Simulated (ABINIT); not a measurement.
Wanted: the native input for an ABINIT 10.8.3 (patched build) run.

```
Task                        : relaxation of cell and atoms
Functional                  : PBEsol
Potentials or basis         : JTH PAW PBE v2.0
Cutoff                      : 408 eV
k mesh                      : 4 × 4 × 2
Occupations                 : fermi-dirac, width 0.05 eV
Spin                        : no spin polarisation
Cell freedom (optcell)      : 2
Cutoff smearing ecutsm (Ha) : 0.5
Optimiser (ionmov)          : 2
Force stop (Ha/bohr)        : 0.0002
Fine-grid cutoff            : 816.342 eV
```

The system is Si2Mo.

```xyz
9
Lattice="4.5855 0.0000 0.0000 -2.2927 3.9711 0.0000 0.0000 0.0000 6.5798" Properties=species:S:1:pos:R:3 pbc="T T T"
Mo    1.1464    1.9856    5.4831
Mo   -1.1464    1.9856    1.0966
Mo    2.2927    0.0000    3.2899
Si    0.0000    1.3015    3.2899
Si    1.1656    3.3204    1.0966
Si    3.4583    0.6508    5.4831
Si    2.2927    2.6696    3.2899
Si    1.1272    0.6508    1.0966
Si   -1.1656    3.3204    5.4831
```

Measurements of this composition are mostly on another form, of space group No. 139.

One way to write it, as run:

run.abi

```
# Pseudopotentials
pp_dirpath "./"
pseudos "Mo.GGA_PBE-JTH.xml, Si.GGA_PBE-JTH.xml"

# Structure
acell 3*1.0 Angstrom
rprim
     4.5854715599     0.0000000000     0.0000000000
    -2.2927357800     3.9711348592     0.0000000000
     0.0000000000     0.0000000000     6.5797601000
ntypat 2
znucl 42 14
natom 9
typat 1 1 1 2 2 2 2 2 2
xred
     0.5000000000     0.5000000000     0.8333333333
     0.0000000000     0.5000000000     0.1666666667
     0.5000000000     0.0000000000     0.5000000000
     0.1638729800     0.3277459600     0.5000000000
     0.6722540400     0.8361270200     0.1666666667
     0.8361270200     0.1638729800     0.8333333333
     0.8361270200     0.6722540400     0.5000000000
     0.3277459600     0.1638729800     0.1666666667
     0.1638729800     0.8361270200     0.8333333333
chkprim 0
chksymtnons 0
tolsym 1.0e-6

# Plane-wave basis
ecut 15.0
pawecutdg 30.0
pawxcdev 0

# k points
kptopt 1
ngkpt 4 4 2
nshiftk 1
shiftk 0.0 0.0 0.0

# Exchange and correlation
ixc -116133

# Bands and occupations
nband 40
occopt 3
tsmear 0.00183747

# SCF cycle
nstep 100
tolvrs 1.0e-9

# Output
iomode 3
prtwf 0
prtden 0
prteig 0
prtebands 0
enunit 2
prtvol 2

# Relaxation
ionmov 2
ntime 60
tolmxf 0.0002
optcell 2
dilatmx 1.08
ecutsm 0.5
```

Potentials or basis: JTH PAW PBE v2.0.

Run with:

```bash
$ abinit run.abi > log 2>&1
```

It gave:

```json
{
 "Relaxed volume": "13.25 Å³/atom",
 "Relaxed cell": "a = 4.586 Å, b = 4.586 Å, c = 6.548 Å, α = 90.00°, β = 90.00°, γ = 120.00°",
 "Space group after relaxing (to 0.05 Å)": "P6_222 (No. 180)",
 "Energy gained by relaxing": "0.4 meV/atom",
 "Ionic steps": "6",
 "Pressure after relaxing": "0.0 GPa",
 "Largest force after relaxing": "0.005 eV/Å",
 "Band gap on the k mesh": "0.03 eV, indirect (least direct gap 0.51 eV)",
 "Valence electrons inside the program's atomic spheres": "Mo 11.44; Si 1.56"
}
```

Caveat: the k mesh is coarse (spacing up to 0.48 Å⁻¹), so the values aren't converged; the PAW data sets were made with another functional, which shifts forces and pressure a little.

It took 8 min on 1 thread of Intel(R) Xeon(R) Platinum 8259CL CPU @ 2.50GHz (Skylake/Cascade Lake), with other jobs on the host, peak memory 0.17 GiB.
